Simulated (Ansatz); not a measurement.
Crystal: ZnS.

```
Zn S
1.0
     0.00000    2.70200    2.70200
     2.70200    0.00000    2.70200
     2.70200    2.70200    0.00000
Zn S
1 1
Direct
  0.75000 0.75000 0.75000
  0.00000 0.00000 0.00000
```

Program: Ansatz 0.2.0. Alike in all runs: potentials or basis all-electron LAPW, scalar-relativistic; no spin polarisation; cell as given.

Q: Order these runs on this cell by their band gap on the k mesh, lowest first.
A. level PBE; k mesh 5 × 5 × 5; cutoff (eV) 244; smearing fermi-dirac 0.04 eV; basis error allowed 0.003 eV/atom
B. level RPBE; k mesh 9 × 9 × 9; cutoff (eV) 280; smearing fermi-dirac 0.05 eV; basis error allowed 0.001 eV/atom
C. level LDA; k mesh 9 × 9 × 9; cutoff (eV) 281; smearing fermi-dirac 0.05 eV; basis error allowed 0.001 eV/atom

A: C (1.86 eV), A (2.11 eV), B (2.29 eV).
